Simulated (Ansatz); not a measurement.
Ge: input, output and frames of a trajectory

All numbers below come from Ansatz, DFT PBE, scalar-relativistic, plane waves, PAW. Settings: plane waves to 420 eV, k-mesh 2×2×2 (shifted by 0.5, 0.5, 0.5 steps), Fermi–Dirac smearing 0.05 eV. The mesh is coarse. No spin polarisation.

24 atoms, starting at 1.03 times the perfect crystal's volume (space group Imma); Langevin thermostat at 300 K (friction 0.02 fs⁻¹), fixed cell; 77 steps of 3 fs. The run is short and not equilibrated.

The run converged.

Time: 17 min on 4 threads of Arm Neoverse V1, with other jobs on the host, peak memory 2.1 GiB.

Command:
```bash
ansatz run input.yaml --threads 4 --pin off --max-ram 9216MiB --backend cpu --events-out ev --progress --plain --runs-dir out
```

Input:
```yaml
crystal:
  lattice:
    - [5.2554489296, 5.2594135313, 2.875055179]
    - [-5.2554489296, 5.2594135313, 2.875055179]
    - [0.0, 0.0, 8.6251655369]
  atoms:
    - { symbol: Ge, position: [0.1689705071, 0.6539606847, 0.1653672957] }
    - { symbol: Ge, position: [0.178067307, 0.212308507, 0.1239188286] }
    - { symbol: Ge, position: [0.0439894946, 0.6308431668, 0.6384925969] }
    - { symbol: Ge, position: [0.6133681924, 0.5440635304, 0.3565800854] }
    - { symbol: Ge, position: [0.0514044165, 0.0939132681, 0.5864468475] }
    - { symbol: Ge, position: [0.7410872699, 0.080575224, 0.1762886021] }
    - { symbol: Ge, position: [0.1116645191, 0.5599714918, 0.9346459223] }
    - { symbol: Ge, position: [0.6840599043, 0.7251955618, 0.5488668829] }
    - { symbol: Ge, position: [0.1197457259, 0.2020583577, 0.8603109846] }
    - { symbol: Ge, position: [0.5312475868, 0.1521573937, 0.5585147273] }
    - { symbol: Ge, position: [0.5686102025, 0.6273886949, 0.9941572363] }
    - { symbol: Ge, position: [0.5499924307, 0.2398439311, 0.8607331431] }
    - { symbol: Ge, position: [0.3780324469, 0.4732210995, 0.6862157822] }
    - { symbol: Ge, position: [0.3506655031, 0.849283927, 0.8367607043] }
    - { symbol: Ge, position: [0.4390158814, 0.2805341908, 0.1975878519] }
    - { symbol: Ge, position: [0.8032200797, 0.3860951964, 0.8223143264] }
    - { symbol: Ge, position: [0.3679235832, 0.8848186386, 0.1587705082] }
    - { symbol: Ge, position: [0.8149451537, 0.9271790815, 0.8452147607] }
    - { symbol: Ge, position: [0.2611346759, 0.4539801216, 0.4389387986] }
    - { symbol: Ge, position: [0.8505054664, 0.3530674981, 0.1589195425] }
    - { symbol: Ge, position: [0.3829803002, 0.9197491538, 0.4612190657] }
    - { symbol: Ge, position: [0.8495980487, 0.7590980912, 0.1632690028] }
    - { symbol: Ge, position: [0.876047981, 0.3962602775, 0.5108992553] }
    - { symbol: Ge, position: [0.9971753646, 0.935960594, 0.3659683856] }
basis:
  ecutwfc: 420
kpoints:
  mp_grid: { grid: [2, 2, 2], shift: [0.5, 0.5, 0.5] }
hamiltonian:
  xc: pbe
scf:
  occupations: { method: fermi_dirac, width: 0.05 }
  lower_state_search: "off"
  convergence: { dr2_threshold: 1.0e-07 }
output:
  forces: true
  stress: true
md:
  timestep: 3.0
  n_steps: 77
  ensemble: nvt_langevin
  temperature: 300.0
  initial_velocities: maxwell_boltzmann
  seed: 9663
  friction: 0.02
```

Output (its end):
```
...
  E_band       = -2984.072558
  E_kinetic    = 2651.185776
  E_local      = -53371.449600  (includes V_loc(G=0)·N_el)
  E_nonlocal   = 9979.075704
  E_hartree    = 23342.315375
  E_xc         = -1813.714077
  E_vxc        = -1548.207495  (∫ρ·V_xc dr)
  E_paw        = -48405.850986  (= ΣΔE_a)
  E_vpaw       = -7379.312183  (= ΣTr[D̂ρ^β])
  E_aug_tail   = 0.007389  (compensation charges beyond the density's cutoff)
  E_ewald      = -35452.736032
  E_smearing   = -0.069286  (= −TS)
  E_closure    = -0.000000  (closes the sum)
  Σ components = -103071.235737   (vs F -103071.235737, Δ=0.00e0)
--- Forces (eV/Å), atoms counted from 1 ---
  atom   1  Ge    -0.15026309    -0.26064173    -0.14528046
  atom   2  Ge    -0.05895005     0.44686094     0.62320118
  atom   3  Ge    -0.18962242     0.30570068    -0.47514674
  atom   4  Ge    -0.27289935     0.00865337    -0.42451366
  atom   5  Ge    -0.53227851     0.05453883     0.15768742
  atom   6  Ge    -0.60932274     0.46129668     0.01592641
  atom   7  Ge    -0.06871646     0.34338565     0.15296010
  atom   8  Ge     0.07824612    -0.03259471     0.44020126
  atom   9  Ge    -0.08953376     0.02105273    -0.60116269
  atom  10  Ge     0.40648013     0.32331963     0.14536538
  atom  11  Ge     0.17677610     0.17110108    -0.02266571
  atom  12  Ge     0.44842758    -0.00937602     0.18946610
  atom  13  Ge     0.07964942    -0.55345552     0.11836779
  atom  14  Ge    -0.08465984    -0.17093640     0.04625013
  atom  15  Ge    -0.12099047    -0.11112868    -0.43049645
  atom  16  Ge     0.27944294    -0.25430826    -0.03125774
  atom  17  Ge     0.29736470     0.37683951    -0.02963521
  atom  18  Ge    -0.09058955     0.00807666     0.32901075
  atom  19  Ge     0.00558859    -0.12085297     0.51840496
  atom  20  Ge     0.07384365    -0.28803442    -0.28897383
  atom  21  Ge     0.38587447    -0.03784013    -0.10005349
  atom  22  Ge    -0.04683896    -0.00319437    -0.53422347
  atom  23  Ge    -0.00002662    -0.26403894    -0.13027706
  atom  24  Ge     0.08299541    -0.41442367     0.47684988
  max |Σ_I F_I| component: 4.85e-6 eV/Å
--- Stress (GPa, compression-positive) ---
        0.365366       0.414619      -0.684044
        0.414619       1.697678      -1.555254
       -0.684044      -1.555254       4.884820
  P = ⅓ Tr σ = 2.3160 GPa (23.160 kbar)
--- MD trajectory: 77 steps, t = 0.0 → 231.0 fs ---
  final state: T = 301.9 K   F+E_penalty+E_count = -103071.23573722 eV   E_kin = 0.936687 eV
```

Frames along the run (Å, eV/Å; dE is the potential energy from the first frame):

```xyz
24
Lattice="5.255 5.259 2.875 -5.255 5.259 2.875 0.000 0.000 8.625" Properties=species:S:1:pos:R:3:forces:R:3 pbc="T T T" time_fs=0.00 dE_eV=0.0000 T_K=288
Ge   -2.549    4.328    3.792   -0.220   -0.413    0.389
Ge   -0.180    2.053    2.191    0.124    0.257    0.371
Ge   -3.084    3.549    7.447   -0.662    0.585   -0.182
Ge    0.364    6.087    6.403    0.100   -0.939   -0.331
Ge   -0.223    0.764    5.476    0.473    1.033   -0.447
Ge    3.471    4.321    3.883    0.142   -1.040   -0.500
Ge   -2.356    3.532    9.992   -0.051    0.643   -0.561
Ge   -0.216    7.412    8.786   -0.374   -0.105    0.388
Ge   -0.433    1.693    8.346    0.242   -0.268   -1.040
Ge    1.992    3.594    6.782    0.150    0.163    0.213
Ge   -0.309    6.290   12.013    0.554    0.509   -0.369
Ge    1.630    4.154    9.695    0.831   -1.918   -0.617
Ge   -0.500    4.477    8.366   -0.265    0.099    0.432
Ge   -2.620    6.311   10.667   -0.108    0.393   -0.470
Ge    0.833    3.784    3.773   -0.171   -0.019    0.380
Ge    2.192    6.255   10.512    0.046    1.325    1.541
Ge   -2.717    6.589    4.971    0.079    0.384    0.310
Ge   -0.590    9.163   12.299   -0.527   -1.445    0.489
Ge   -1.013    3.761    5.842    0.442   -0.626   -0.302
Ge    2.614    6.330    4.831   -0.832    0.500    0.833
Ge   -2.821    6.852    7.724   -0.124   -0.162    0.067
Ge    0.476    8.461    6.033   -0.285    1.361   -0.420
Ge    2.522    6.692    8.065    0.232    0.339   -0.826
Ge    0.322   10.167    8.714    0.204   -0.656    0.651
24
Lattice="5.255 5.259 2.875 -5.255 5.259 2.875 0.000 0.000 8.625" Properties=species:S:1:pos:R:3:forces:R:3 pbc="T T T" time_fs=30.00 dE_eV=-0.4904 T_K=306
Ge   -2.556    4.232    3.770   -0.483    0.056    0.680
Ge   -0.098    2.116    2.202   -0.420   -0.060   -0.143
Ge   -3.024    3.526    7.496   -0.631    1.403   -0.651
Ge    0.392    6.136    6.402   -0.205   -1.091   -0.065
Ge   -0.183    0.777    5.457    0.359    0.852   -0.199
Ge    3.365    4.300    3.856    0.081   -0.359   -0.104
Ge   -2.309    3.574    9.968   -0.090    0.479   -0.251
Ge   -0.174    7.374    8.825   -0.369   -0.097    0.366
Ge   -0.440    1.657    8.273    0.359   -0.289   -0.711
Ge    1.983    3.685    6.801    0.208    0.057    0.048
Ge   -0.278    6.295   12.090    0.298    0.349   -0.445
Ge    1.656    4.018    9.602    1.589   -0.414    0.188
Ge   -0.466    4.431    8.403   -0.347    0.235   -0.089
Ge   -2.630    6.252   10.551   -0.040    0.499   -0.075
Ge    0.801    3.791    3.841    0.029    0.206    0.227
Ge    2.129    6.373   10.524   -0.350   -0.876    0.633
Ge   -2.831    6.617    4.944    0.510   -0.115    0.120
Ge   -0.602    9.172   12.335   -0.592   -1.162    0.015
Ge   -0.965    3.748    5.782    0.189   -0.488    0.227
Ge    2.514    6.411    4.831   -0.185   -0.044    0.384
Ge   -2.811    6.746    7.764   -0.043   -0.063   -0.091
Ge    0.379    8.503    5.975   -0.083    1.356   -0.021
Ge    2.577    6.638    7.990    0.014    0.287   -0.451
Ge    0.271   10.179    8.770    0.203   -0.722    0.410
24
Lattice="5.255 5.259 2.875 -5.255 5.259 2.875 0.000 0.000 8.625" Properties=species:S:1:pos:R:3:forces:R:3 pbc="T T T" time_fs=57.00 dE_eV=-1.0904 T_K=328
Ge   -2.606    4.260    3.807   -0.373    0.079    0.403
Ge   -0.074    2.157    2.142   -0.438   -0.127    0.076
Ge   -3.070    3.627    7.496   -0.460    0.677   -0.787
Ge    0.396    6.156    6.416   -0.316   -0.492   -0.065
Ge   -0.193    0.796    5.490    0.957    0.415   -0.008
Ge    3.340    4.343    3.824   -0.055   -0.097    0.084
Ge   -2.319    3.615    9.922   -0.058    0.375    0.207
Ge   -0.159    7.349    8.834   -0.217   -0.202    0.382
Ge   -0.438    1.590    8.194    0.311   -0.182   -0.462
Ge    2.010    3.742    6.838    0.244    0.052   -0.185
Ge   -0.264    6.341   12.110    0.195    0.157   -0.428
Ge    1.770    3.945    9.563    1.194   -0.035    0.305
Ge   -0.421    4.379    8.383   -0.121    0.058   -0.066
Ge   -2.636    6.257   10.472    0.041    0.407    0.248
Ge    0.791    3.809    3.913    0.138    0.000   -0.110
Ge    2.099    6.354   10.582   -0.243   -0.356   -0.014
Ge   -2.845    6.657    4.917    0.529   -0.262    0.239
Ge   -0.676    9.100   12.306   -0.376   -0.766   -0.448
Ge   -0.971    3.748    5.740   -0.093   -0.422    0.559
Ge    2.457    6.456    4.868    0.160   -0.056    0.243
Ge   -2.766    6.639    7.793   -0.233    0.065   -0.340
Ge    0.359    8.618    5.922   -0.003    0.552    0.334
Ge    2.718    6.626    7.925   -0.903    0.436   -0.206
Ge    0.238   10.103    8.847    0.120   -0.276    0.042
24
Lattice="5.255 5.259 2.875 -5.255 5.259 2.875 0.000 0.000 8.625" Properties=species:S:1:pos:R:3:forces:R:3 pbc="T T T" time_fs=87.00 dE_eV=-1.3028 T_K=222
Ge   -2.672    4.236    3.824    0.023    0.238    0.520
Ge   -0.073    2.170    2.128   -0.248   -0.205    0.115
Ge   -3.177    3.799    7.422    0.355   -0.312    0.064
Ge    0.423    6.132    6.433   -0.272    0.080   -0.244
Ge   -0.126    0.767    5.581    0.951    0.443   -0.220
Ge    3.341    4.394    3.857   -0.230   -0.271    0.051
Ge   -2.274    3.679    9.885   -0.345    0.068    0.187
Ge   -0.187    7.370    8.819   -0.118   -0.370    0.328
Ge   -0.486    1.507    8.165    0.187   -0.017   -0.081
Ge    2.061    3.739    6.856    0.255    0.079   -0.257
Ge   -0.233    6.376   12.037    0.041    0.040   -0.289
Ge    1.902    3.937    9.541    0.267    0.009    0.297
Ge   -0.437    4.349    8.332    0.489   -0.103    0.000
Ge   -2.653    6.255   10.490    0.180    0.403    0.366
Ge    0.709    3.840    3.960    0.569    0.045   -0.564
Ge    2.064    6.320   10.615   -0.089    0.211   -0.259
Ge   -2.816    6.675    4.917    0.347   -0.271    0.230
Ge   -0.754    9.051   12.239    0.114   -0.816   -0.355
Ge   -0.974    3.739    5.748   -0.492   -0.356    0.681
Ge    2.461    6.488    4.887    0.206    0.273    0.251
Ge   -2.688    6.559    7.803   -0.351    0.201   -0.391
Ge    0.341    8.710    5.893   -0.371   -0.056    0.260
Ge    2.795    6.648    7.903   -0.943    0.340   -0.165
Ge    0.276   10.040    8.897   -0.525    0.346   -0.525
24
Lattice="5.255 5.259 2.875 -5.255 5.259 2.875 0.000 0.000 8.625" Properties=species:S:1:pos:R:3:forces:R:3 pbc="T T T" time_fs=114.00 dE_eV=-1.3055 T_K=295
Ge   -2.702    4.246    3.805    0.153    0.401    0.732
Ge   -0.123    2.149    2.166   -0.025   -0.290    0.022
Ge   -3.204    3.901    7.367    0.695   -0.630    0.537
Ge    0.509    6.137    6.407   -0.781   -0.006    0.065
Ge    0.015    0.754    5.677    0.202    0.583   -0.463
Ge    3.363    4.379    3.870   -0.517    0.035    0.151
Ge   -2.270    3.747    9.929   -0.450   -0.148   -0.055
Ge   -0.233    7.366    8.779   -0.060   -0.541    0.356
Ge   -0.511    1.477    8.157    0.159    0.116    0.265
Ge    2.097    3.757    6.861    0.252    0.030   -0.222
Ge   -0.182    6.363   11.991   -0.223    0.185   -0.168
Ge    1.972    3.956    9.521   -0.212   -0.006    0.386
Ge   -0.478    4.307    8.322    0.833    0.013   -0.152
Ge   -2.645    6.306   10.509    0.240    0.467    0.385
Ge    0.720    3.859    3.946    0.307   -0.082   -0.392
Ge    2.068    6.307   10.681    0.144    0.305   -0.573
Ge   -2.783    6.663    4.963    0.070   -0.092    0.016
Ge   -0.771    9.055   12.187    0.425   -0.973   -0.237
Ge   -1.018    3.712    5.755   -0.224   -0.232    0.386
Ge    2.450    6.513    4.910    0.709    0.271   -0.148
Ge   -2.734    6.585    7.795   -0.159    0.252   -0.394
Ge    0.315    8.760    5.903   -0.400   -0.238    0.019
Ge    2.788    6.710    7.887   -0.285    0.000    0.165
Ge    0.230   10.001    8.886   -0.852    0.580   -0.679
24
Lattice="5.255 5.259 2.875 -5.255 5.259 2.875 0.000 0.000 8.625" Properties=species:S:1:pos:R:3:forces:R:3 pbc="T T T" time_fs=144.00 dE_eV=-1.5329 T_K=410
Ge   -2.662    4.308    3.827   -0.377    0.269    0.861
Ge   -0.178    2.147    2.218    0.202   -0.468   -0.250
Ge   -3.164    3.901    7.318    0.076   -0.358    0.684
Ge    0.526    6.116    6.394   -0.586   -0.021   -0.170
Ge    0.165    0.802    5.715   -0.717    0.005   -0.129
Ge    3.351    4.345    3.958   -0.778    0.266    0.209
Ge   -2.298    3.829   10.055   -0.073    0.001   -1.089
Ge   -0.356    7.317    8.744    0.012   -0.445    0.493
Ge   -0.536    1.437    8.162    0.264    0.227    0.451
Ge    2.114    3.753    6.831    0.268    0.011   -0.082
Ge   -0.184    6.363   11.895   -0.124    0.253   -0.136
Ge    2.046    3.981    9.555   -0.306   -0.243    0.133
Ge   -0.443    4.287    8.312    0.501   -0.152    0.221
Ge   -2.622    6.425   10.590    0.166    0.383    0.093
Ge    0.731    3.880    3.853   -0.091   -0.040    0.232
Ge    2.096    6.278   10.671    0.128    0.561   -0.450
Ge   -2.722    6.664    5.013   -0.150    0.100   -0.146
Ge   -0.720    8.996   12.155    0.637   -0.393   -0.259
Ge   -1.110    3.658    5.785    0.616   -0.163   -0.140
Ge    2.530    6.579    4.903    0.253    0.082    0.035
Ge   -2.811    6.645    7.755    0.340    0.238   -0.354
Ge    0.246    8.755    5.992    0.219   -0.148   -0.253
Ge    2.755    6.743    7.891    0.005   -0.237    0.221
Ge    0.164    9.993    8.829   -0.485    0.272   -0.175
24
Lattice="5.255 5.259 2.875 -5.255 5.259 2.875 0.000 0.000 8.625" Properties=species:S:1:pos:R:3:forces:R:3 pbc="T T T" time_fs=174.00 dE_eV=-1.6212 T_K=296
Ge   -2.713    4.393    3.977   -0.657   -0.013   -0.187
Ge   -0.190    2.146    2.212    0.298   -0.389   -0.212
Ge   -3.122    3.848    7.340   -0.494    0.098    0.636
Ge    0.519    6.046    6.420   -0.279    0.169   -0.407
Ge    0.153    0.847    5.769   -0.441   -0.095   -0.147
Ge    3.323    4.333    4.031   -1.158    0.181    0.234
Ge   -2.360    3.866   10.101   -0.110    0.282   -0.796
Ge   -0.422    7.232    8.741    0.042   -0.246    0.462
Ge   -0.527    1.376    8.263    0.258    0.227    0.214
Ge    2.124    3.743    6.815    0.309    0.067   -0.059
Ge   -0.202    6.360   11.853    0.135    0.013   -0.093
Ge    2.059    4.049    9.600    0.225   -0.848   -0.125
Ge   -0.352    4.270    8.413    0.109   -0.333    0.080
Ge   -2.608    6.524   10.671    0.009    0.012   -0.123
Ge    0.704    3.873    3.808   -0.158    0.061    0.490
Ge    2.104    6.279   10.628    0.064    1.058    0.026
Ge   -2.766    6.697    5.083   -0.144    0.406   -0.468
Ge   -0.624    8.908   12.059    0.175    0.156    0.038
Ge   -1.193    3.591    5.758    1.323   -0.086    0.106
Ge    2.613    6.587    4.906   -0.365    0.177    0.348
Ge   -2.840    6.708    7.677    0.103    0.021    0.209
Ge    0.159    8.778    6.065    0.751   -0.377   -0.671
Ge    2.730    6.729    7.950   -0.068   -0.442   -0.063
Ge    0.107   10.007    8.745    0.072   -0.098    0.507
24
Lattice="5.255 5.259 2.875 -5.255 5.259 2.875 0.000 0.000 8.625" Properties=species:S:1:pos:R:3:forces:R:3 pbc="T T T" time_fs=201.00 dE_eV=-1.8692 T_K=335
Ge   -2.744    4.438    4.026   -0.497   -0.266   -0.405
Ge   -0.179    2.073    2.195    0.291    0.187    0.169
Ge   -3.127    3.838    7.434   -0.388    0.378   -0.049
Ge    0.496    6.011    6.435   -0.202    0.207   -0.454
Ge    0.148    0.845    5.793   -0.287   -0.058   -0.124
Ge    3.284    4.311    4.077   -1.157    0.251    0.072
Ge   -2.405    3.900   10.039   -0.123    0.356   -0.306
Ge   -0.423    7.191    8.750   -0.065   -0.155    0.390
Ge   -0.458    1.378    8.339    0.106    0.119   -0.158
Ge    2.129    3.733    6.810    0.356    0.256   -0.073
Ge   -0.169    6.323   11.864    0.084    0.068   -0.098
Ge    2.089    4.040    9.595    0.497   -0.261    0.271
Ge   -0.306    4.292    8.456   -0.049   -0.407    0.046
Ge   -2.587    6.597   10.674    0.033   -0.239   -0.015
Ge    0.647    3.867    3.843   -0.048   -0.078    0.050
Ge    2.128    6.436   10.646    0.146    0.141   -0.063
Ge   -2.833    6.706    5.071    0.012    0.574   -0.438
Ge   -0.520    8.880   12.026   -0.028    0.204    0.252
Ge   -1.146    3.529    5.725    0.711    0.060    0.434
Ge    2.621    6.641    4.964   -0.394   -0.014    0.134
Ge   -2.878    6.772    7.634    0.204   -0.041    0.394
Ge    0.162    8.774    6.113    0.570   -0.347   -0.715
Ge    2.740    6.703    7.982   -0.117   -0.538   -0.150
Ge    0.046   10.056    8.722    0.344   -0.396    0.837
24
Lattice="5.255 5.259 2.875 -5.255 5.259 2.875 0.000 0.000 8.625" Properties=species:S:1:pos:R:3:forces:R:3 pbc="T T T" time_fs=231.00 dE_eV=-2.0651 T_K=302
Ge   -2.789    4.421    4.025   -0.150   -0.261   -0.145
Ge   -0.156    2.024    2.146   -0.059    0.447    0.623
Ge   -3.173    3.915    7.464   -0.190    0.306   -0.475
Ge    0.494    6.063    6.423   -0.273    0.009   -0.425
Ge    0.168    0.832    5.725   -0.532    0.055    0.158
Ge    3.231    4.309    4.117   -0.609    0.461    0.016
Ge   -2.452    3.947    9.955   -0.069    0.343    0.153
Ge   -0.429    7.133    8.758    0.078   -0.033    0.440
Ge   -0.387    1.351    8.365   -0.090    0.021   -0.601
Ge    2.123    3.761    6.762    0.406    0.323    0.145
Ge   -0.171    6.273   11.879    0.177    0.171   -0.023
Ge    2.134    4.025    9.616    0.448   -0.009    0.189
Ge   -0.307    4.360    8.452    0.080   -0.553    0.118
Ge   -2.537    6.615   10.676   -0.085   -0.171    0.046
Ge    0.658    3.849    3.865   -0.121   -0.111   -0.430
Ge    2.124    6.586   10.676    0.279   -0.254   -0.031
Ge   -2.895    6.730    5.006    0.297    0.377   -0.030
Ge   -0.405    8.874   12.080   -0.091    0.008    0.329
Ge   -1.061    3.541    5.718    0.006   -0.121    0.518
Ge    2.561    6.768    5.038    0.074   -0.288   -0.289
Ge   -2.862    6.767    7.671    0.386   -0.038   -0.100
Ge    0.202    8.718    6.156   -0.047   -0.003   -0.534
Ge    2.751    6.590    8.043    0.000   -0.264   -0.130
Ge    0.019   10.068    8.822    0.083   -0.414    0.477
```